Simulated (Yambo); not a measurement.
# GaN (F-43m) in Yambo: a series of runs, part 2 of 2

Yambo 5.3.0. Earlier steps stand in the parts before.

### 3 GW quasiparticle levels, PBE

Input file gw1.in:

```
gw0
dyson
el_el_corr
rim_cut
HF_and_locXC
ppa
em1d
RandQpts= 1000000
RandGvec= 50 RL
EXXRLvcs= 84 Ry
VXCRLvcs= 84 Ry
Chimod= "HARTREE"
% BndsRnXp
 1 | 109 |
%
NGsBlkXp= 12 Ry
% LongDrXp
 1 | 1 | 1 |
%
PPAPntXp= 27.21138 eV
% GbndRnge
 1 | 109 |
%
GTermKind= "BG"
DysSolver= "n"
ExtendOut
% QPkrange
 1 | 8 | 7 | 13 |
%
```

Input file scf.in:

```
&CONTROL
  calculation = 'scf'
  prefix = 'pwscf'
  outdir = './tmp'
  pseudo_dir = './pseudo'
/
&SYSTEM
  ibrav = 0
  nat = 2
  ntyp = 2
  ecutwfc = 84
  nbnd = 15
  occupations = 'smearing'
  smearing = 'fd'
  degauss = 0.00367493
  force_symmorphic = .true.
/
&ELECTRONS
  conv_thr = 4d-10
  electron_maxstep = 120
  mixing_beta = 0.5
/
ATOMIC_SPECIES
Ga    69.7230 Ga.upf
N     14.0070 N.upf
CELL_PARAMETERS angstrom
   0.0000000000    2.2535006075    2.2535006075
   2.2535006075    0.0000000000    2.2535006075
   2.2535006075    2.2535006075    0.0000000000
ATOMIC_POSITIONS crystal
Ga     0.0000000000    0.0000000000    0.0000000000
N      0.2500000000    0.2500000000    0.2500000000
K_POINTS automatic
10 10 10 0 0 0
```

Input file nscf.in:

```
&CONTROL
  calculation = 'nscf'
  prefix = 'pwscf'
  outdir = './tmp'
  pseudo_dir = './pseudo'
/
&SYSTEM
  ibrav = 0
  nat = 2
  ntyp = 2
  ecutwfc = 84
  nbnd = 109
  occupations = 'fixed'
  force_symmorphic = .true.
/
&ELECTRONS
  conv_thr = 1d-08
  diago_full_acc = .true.
  diago_thr_init = 1d-06
/
ATOMIC_SPECIES
Ga    69.7230 Ga.upf
N     14.0070 N.upf
CELL_PARAMETERS angstrom
   0.0000000000    2.2535006075    2.2535006075
   2.2535006075    0.0000000000    2.2535006075
   2.2535006075    2.2535006075    0.0000000000
ATOMIC_POSITIONS crystal
Ga     0.0000000000    0.0000000000    0.0000000000
N      0.2500000000    0.2500000000    0.2500000000
K_POINTS automatic
4 4 4 0 0 0
```

Input file gw1_1.in:

```
gw0
dyson
el_el_corr
rim_cut
HF_and_locXC
ppa
em1d
RandQpts= 1000000
RandGvec= 50 RL
EXXRLvcs= 84 Ry
VXCRLvcs= 84 Ry
Chimod= "HARTREE"
% BndsRnXp
 1 | 109 |
%
NGsBlkXp= 12 Ry
% LongDrXp
 1 | 1 | 1 |
%
PPAPntXp= 27.21138 eV
% GbndRnge
 1 | 109 |
%
GTermKind= "BG"
DysSolver= "n"
ExtendOut
% QPkrange
 1 | 8 | 7 | 13 |
%
GfnQPdb= "E < gw1/ndb.QP"
XfnQPdb= "E < gw1/ndb.QP"
```

Input file gw1_2.in:

```
gw0
dyson
el_el_corr
rim_cut
HF_and_locXC
ppa
em1d
RandQpts= 1000000
RandGvec= 50 RL
EXXRLvcs= 84 Ry
VXCRLvcs= 84 Ry
Chimod= "HARTREE"
% BndsRnXp
 1 | 109 |
%
NGsBlkXp= 12 Ry
% LongDrXp
 1 | 1 | 1 |
%
PPAPntXp= 27.21138 eV
% GbndRnge
 1 | 109 |
%
GTermKind= "BG"
DysSolver= "n"
ExtendOut
% QPkrange
 1 | 8 | 7 | 13 |
%
GfnQPdb= "E < gw1_1/ndb.QP"
XfnQPdb= "E < gw1_1/ndb.QP"
```

Input file gw1_3.in:

```
gw0
dyson
el_el_corr
rim_cut
HF_and_locXC
ppa
em1d
RandQpts= 1000000
RandGvec= 50 RL
EXXRLvcs= 84 Ry
VXCRLvcs= 84 Ry
Chimod= "HARTREE"
% BndsRnXp
 1 | 109 |
%
NGsBlkXp= 12 Ry
% LongDrXp
 1 | 1 | 1 |
%
PPAPntXp= 27.21138 eV
% GbndRnge
 1 | 109 |
%
GTermKind= "BG"
DysSolver= "n"
ExtendOut
% QPkrange
 1 | 8 | 7 | 13 |
%
GfnQPdb= "E < gw1_2/ndb.QP"
XfnQPdb= "E < gw1_2/ndb.QP"
```

Input file gw1_4.in:

```
gw0
dyson
el_el_corr
rim_cut
HF_and_locXC
ppa
em1d
RandQpts= 1000000
RandGvec= 50 RL
EXXRLvcs= 84 Ry
VXCRLvcs= 84 Ry
Chimod= "HARTREE"
% BndsRnXp
 1 | 109 |
%
NGsBlkXp= 12 Ry
% LongDrXp
 1 | 1 | 1 |
%
PPAPntXp= 27.21138 eV
% GbndRnge
 1 | 109 |
%
GTermKind= "BG"
DysSolver= "n"
ExtendOut
% QPkrange
 1 | 8 | 7 | 13 |
%
GfnQPdb= "E < gw1_3/ndb.QP"
XfnQPdb= "E < gw1_3/ndb.QP"
```

Potentials or basis: PseudoDojo 0.4.1 SR PBE standard.

Launch:

```sh
$ OMP_NUM_THREADS=1 pw.x -in scf.in > scf.out
$ OMP_NUM_THREADS=1 pw.x -in nscf.in > nscf.out
$ cd tmp/pwscf.save; p2y; mv SAVE ../..; cd ../..
$ OMP_NUM_THREADS=1 yambo
$ mkdir -p gw1; ln -s $PWD/gw0/ndb.RIM gw1/
$ OMP_NUM_THREADS=1 yambo -F gw1.in -J gw1 -C gw1_out
$ mkdir -p gw1_1; ln -s $PWD/gw0/ndb.RIM gw1_1/
$ OMP_NUM_THREADS=1 yambo -F gw1_1.in -J gw1_1 -C gw1_1_out
$ # levels in gw1_1/ndb.QP reset to Eo + Z (Sx + Sc(Eo) - Vxc - shift), the shift holding the valence top or Fermi level at zero
$ mkdir -p gw1_2; ln -s $PWD/gw0/ndb.RIM gw1_2/
$ OMP_NUM_THREADS=1 yambo -F gw1_2.in -J gw1_2 -C gw1_2_out
$ # levels in gw1_2/ndb.QP reset to Eo + Z (Sx + Sc(Eo) - Vxc - shift), the shift holding the valence top or Fermi level at zero
$ mkdir -p gw1_3; ln -s $PWD/gw0/ndb.RIM gw1_3/
$ OMP_NUM_THREADS=1 yambo -F gw1_3.in -J gw1_3 -C gw1_3_out
$ # levels in gw1_3/ndb.QP reset to Eo + Z (Sx + Sc(Eo) - Vxc - shift), the shift holding the valence top or Fermi level at zero
$ mkdir -p gw1_4; ln -s $PWD/gw0/ndb.RIM gw1_4/
$ OMP_NUM_THREADS=1 yambo -F gw1_4.in -J gw1_4 -C gw1_4_out
$ # levels in gw1_4/ndb.QP reset to Eo + Z (Sx + Sc(Eo) - Vxc - shift), the shift holding the valence top or Fermi level at zero
```

Yambo's report:

```text
[... sections 02.01 to 02.04 as in the set-up run ...]

  [02.05] Energies & Occupations
  ==============================

  [X] === General ===
  [X] Electronic Temperature                        :  0.000000  0.000000 [eV K]
  [X] Bosonic    Temperature                        :  0.000000  0.000000 [eV K]
  [X] Finite Temperature mode                       : no
  [X] El. density                                   :  0.78645E+24 [cm-3]
  [X] Fermi Level                                   :  10.58998 [eV]

  [X] === Gaps and Widths ===
  [X] Conduction Band Min                           :  1.758635 [eV]
  [X] Valence Band Max                              :  0.000000 [eV]
  [X] Filled Bands                                  :   9
  [X] Empty Bands                                   :   10  109
  [X] Direct Gap                                    :  1.758635 [eV]
[... 366 lines left out ...]
   wavefunctions                                    : Perdew, Burke & Ernzerhof(X)+Perdew, Burke & Ernzerhof(C)
   QP tot states                                    :   56
   GW solver                                        : Newton
   GW approximation                                 : PPA
   PPA imaginary Energy                             :  27.21138 ev
   RIM G`s                                          :   51
   RIM random pts                                   :  1000000
   dS/dw steps                                      :  2
   dS/dw step                                       :  0.100000 ev
   X G`s                                            :  137 used
   X G`s                                            :  137 disk
   X bands                                          :    1  109
   X poles                                          :  100.0000 o/o
   X e/h E range                                    : -1.000000 -1.000000 ev
   X Hxc Kernel                                     : HARTREE
   X BZ energy Double Grid                          : no
   X Optical Averaged directions                    : none
   Sc/G bands                                       :    1  109
   Sc/G damping                                     :  0.100000 ev
   Sc bands terminator                              : yes
   Sc terminator kind                               : BG
   Sc Terminator pole                               :  40.81708
   Sx RL components                                 :  2085

   QP @ state[ 1 ] K range                          :   1   8
   QP @ state[ 1 ] b range                          :   7  13
   GF energies kind                                 : Perdew, Burke & Ernzerhof(X)+Perdew, Burke & Ernzerhof(C)
   GF WF`s kind                                     : Perdew, Burke & Ernzerhof(X)+Perdew, Burke & Ernzerhof(C)
   Xs energies kind                                 : Perdew, Burke & Ernzerhof(X)+Perdew, Burke & Ernzerhof(C)
   Xs WF`s kind                                     : Perdew, Burke & Ernzerhof(X)+Perdew, Burke & Ernzerhof(C)
```

o-gw1.qp:

```text
# GW solver                                       : Newton
# GW approximation                                : PPA
# PPA imaginary Energy                            :   27.2113800    [ev]
[... 85 lines left out ...]
         8                 12                 10.30300           10.43974           0.136734          -12.15425          -6.590348          -5.392239          -5.427169          -7.022900           0.794551           0.015620          -14.52706           45.30938
         8                 13                 11.13640           11.82418           0.687786          -12.27146          -5.975184          -5.456125          -5.608486          -5.892598           0.819573          -0.044571          -51.72912           12.72420
#
```

o-gw1_4.qp:

```text
# GW solver                                       : Newton
# GW approximation                                : PPA
# PPA imaginary Energy                            :   27.2113800    [ev]
[... 85 lines left out ...]
         8                 12                 10.30300           10.89611           0.593106          -12.15425          -6.590348          -5.023104          -5.142744          -5.488557           0.832154          -0.517994E-3       -13.91531           47.30127
         8                 13                 11.13640           12.43042           1.294025          -12.27146          -5.975184          -5.031539          -5.234100          -4.254672           0.864582          -0.013272          -13.02489           50.53492
#
```

Run time: 26 min. Hardware: 1 thread of Intel Xeon Platinum 8488C (Sapphire Rapids), shared host; peak memory 0.34 GiB.

Results:

```
Band gap on the k mesh, mean-field level          : 1.76 eV, direct
Quasiparticle gap                                 : 2.55 eV
Least direct quasiparticle gap                    : 2.55 eV
Quasiparticle gap at Γ                            : 2.55 eV
Band gap of the same states before the correction : 1.76 eV
```

Quasiparticle terms (eV):
```csv
k point,band,Kohn-Sham level,Vxc,Σx,Σc,Z,result
"(0.000, 0.000, 0.000)",7,0.00,-18.32,-21.34,2.52,0.81,0.00
"(0.000, 0.000, 0.000)",8,0.00,-18.32,-21.34,2.52,0.81,0.00
"(0.000, 0.000, 0.000)",9,0.00,-18.32,-21.34,2.51,0.81,-0.01
"(0.000, 0.000, 0.000)",10,1.76,-13.92,-9.75,-3.73,0.84,2.55
"(0.000, 0.000, 0.000)",11,10.36,-11.98,-7.20,-4.60,0.85,10.93
"(0.000, 0.000, 0.000)",12,10.36,-11.98,-7.20,-4.60,0.85,10.93
"(0.000, 0.000, 0.000)",13,10.36,-11.98,-7.20,-4.60,0.85,10.93
"(0.000, 0.000, 0.250)",7,-3.85,-15.88,-20.18,3.01,0.81,-4.49
"(0.000, 0.000, 0.250)",8,-0.52,-17.76,-21.12,2.63,0.81,-0.71
"(0.000, 0.000, 0.250)",9,-0.52,-17.76,-21.12,2.62,0.81,-0.71
"(0.000, 0.000, 0.250)",10,4.09,-14.26,-9.62,-4.03,0.83,5.02
"(0.000, 0.000, 0.250)",11,8.81,-13.40,-7.72,-4.80,0.84,9.97
"(0.000, 0.000, 0.250)",12,10.81,-12.20,-7.01,-4.74,0.84,11.60
"(0.000, 0.000, 0.250)",13,10.81,-12.20,-7.01,-4.74,0.84,11.60
"(0.000, 0.000, -0.500)",7,-7.02,-13.45,-19.31,3.73,0.82,-8.36
"(0.000, 0.000, -0.500)",8,-0.96,-17.33,-21.01,2.74,0.81,-1.32
"(0.000, 0.000, -0.500)",9,-0.96,-17.33,-21.01,2.73,0.81,-1.32
"(0.000, 0.000, -0.500)",10,4.67,-13.33,-8.55,-4.29,0.84,5.51
"(0.000, 0.000, -0.500)",11,8.74,-14.52,-7.86,-5.14,0.82,10.39
"(0.000, 0.000, -0.500)",12,10.40,-11.85,-6.53,-4.66,0.85,11.39
```

Caveat: the k mesh is coarse (spacing up to 0.60 Å⁻¹), so the values aren't converged; the potentials hold a filled d shell without the s and p states of that shell, which can shift GW gaps by tenths of an eV, either way; between passes the levels were reset to the linearisation about the Kohn-Sham level, since this version mixes two points of expansion; the levels printed in its table differ; this version prints the column dSc/dw multiplied by 27.2; the terminator is approximate in this version, by hundredths of an eV.
